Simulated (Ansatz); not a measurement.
A trial structure of AlN was built thus: random cell by space group and Wyckoff sites (Imma, No. 74). The dimensions are guesses.

Space group Imma (No. 74). a = 4.514 Å, b = 4.578 Å, c = 5.015 Å, α = 90.00°, β = 90.00°, γ = 90.00°
| atom | site | symmetry | x | y | z |
| --- | --- | --- | --- | --- | --- |
| Al | 4e | mm2 | 0.0000 | 0.2500 | 0.3566 |
| N | 4e | mm2 | 0.5000 | 0.7500 | 0.3904 |

These are results of DFT PBE, scalar-relativistic, plane waves, PAW in Ansatz 0.2.0, not measurements. Cutoff 420 eV, Gaussian smearing, Γ-centred meshes. Cell and atoms relax first on a coarse mesh and then on a converged one. In between, the cell is made exact in the group found at 0.06 Å. The steps can't lower the symmetry of their start. No spin polarisation in the relaxation; trial moments died out in a coarse test.

A guess keeps its type if space group and coordination stay and the shape of the cell changes little (axis ratios within about 15 %, angles within 6°); the volume may change.

Question: Does it keep its structure type, or change into something else?

Answer: It doesn't keep its type. The symmetry goes from Imma (No. 74) to P4/mmm (No. 123), and the primitive cell from 4 to 2 atoms. The volume per atom grows by 40.0 %, from 13.0 to 18.1 Å³. The shortest distance goes from 2.34 Å (Al–N) to 1.90 Å (Al–N). Counting neighbours within 15 % of an atom's shortest distance, the start has Al 8, N 10 and the end Al 4, N 4. In detail, at the end around Al lie 4 N at 1.90 Å; N has 4 Al at 1.90 Å.

```
Al N
1.0
     2.69235    0.00000    0.00000
     0.00000    2.69235    0.00000
     0.00000    0.00000    5.00326
Al N
1 1
Cartesian
  1.3462 1.3462 2.5016
  0.0000 0.0000 2.5016
```

The last run used a 10×10×6 mesh (in the run's order of axes) for its 2-atom cell and Gaussian smearing of 0.02 eV. No dispersion correction is applied, so the spacing and binding between layers, chains or molecules are poorly described. A later test with randomly moved atoms led to a structure 268 meV/atom lower, so this end is a saddle point or a shallow minimum.
